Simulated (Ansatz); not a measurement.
# In: equation of state

One table from this session's results is given with a row withheld; the runs are named, their logs left out.

Computed with Ansatz 0.2.0 (DFT LDA, scalar-relativistic, unless a step's input says otherwise).

## The structure to begin with

The structure is tetragonal, space group I4/mmm (No. 139). The conventional cell has a = 3.252 Å, b = 3.252 Å, c = 4.948 Å, α = 90.00°, β = 90.00°, γ = 90.00°. In (site symmetry 4/mmm) has 12 In at 3.25 to 3.38 Å as nearest neighbours.

As a file:

```
CELL_PARAMETERS angstrom
-1.62615 1.62615 2.47395
1.62615 -1.62615 2.47395
1.62615 1.62615 -2.47395
ATOMIC_POSITIONS crystal
In 0.00000 0.00000 0.00000
```

The first run:

File input.yaml:

```yaml
crystal:
  lattice:
    - [-1.6041723059, 1.6041723059, 2.4405141445]
    - [1.6041723059, -1.6041723059, 2.4405141445]
    - [1.6041723059, 1.6041723059, -2.4405141445]
  atoms:
    - { symbol: In, position: [0.0, 0.0, 0.0] }
kpoints:
  mp_grid: { grid: [14, 14, 14] }
  band_path:
    path:
      - [0.0, 0.0, 0.0]
      - [0.0, 0.0, 0.5]
      - [0.25, 0.25, 0.25]
      - [0.0, 0.5, 0.0]
      - [0.0, 0.0, 0.0]
      - [0.5, 0.5, -0.5]
      - [0.3580138334, 0.6419861666, -0.3580138334]
      - [-0.3580138334, 0.3580138334, 0.3580138334]
      - [0.0, 0.0, 0.0]
    npoints: 5
scf:
  occupations: { method: fermi_dirac, width: 0.05 }
hamiltonian:
  xc: lda
  pseudopotentials: { kind: all_electron, lapw: { basis_error: 0.0005 } }
output:
  forces: true
  stress: true
  eigenvalues: true
```

Command:

```
$ ansatz run input.yaml --threads 1 --pin off --max-ram 3072MiB --backend cpu --events-out ev --progress --plain --runs-dir out
```

Among the steps run: Volume × 0.96, LAPW; Volume × 0.96, PAW; Volume × 0.96, crystal datasets; Volume × 0.99, LAPW; Volume × 0.99, PAW; Volume × 0.99, crystal datasets; Volume × 1.02, LAPW; Volume × 1.02, PAW; Volume × 1.02, crystal datasets; Volume × 1.06, LAPW; Volume × 1.06, PAW; Volume × 1.06, crystal datasets.

One of the session's tables, all rows but one given; the rest of the session is left out.

It belongs to the step «Fits». 

```
          method  volume (Å³/atom)  pressure (GPa)
            LAPW            25.121           -1.02
            LAPW            25.906           -2.30
            LAPW            26.691           -3.35
            LAPW            27.738           -4.46
             PAW            25.121           -1.03
             PAW            25.906               ?
             PAW            26.691           -3.36
             PAW            27.738           -4.46
crystal datasets            25.121           -1.02
crystal datasets            25.906           -2.30
crystal datasets            26.691           -3.35
crystal datasets            27.738           -4.46
```

Estimate the missing values for PAW, 25.906.

**Answer.** pressure (GPa): -2.31. In the column «pressure (GPa)» it lies between crystal datasets, 26.691 (-3.35) and LAPW, 25.906 (-2.30).

To keep in mind: Warnings in the runs' records: gradients without spin orbit, crystal datasets made.
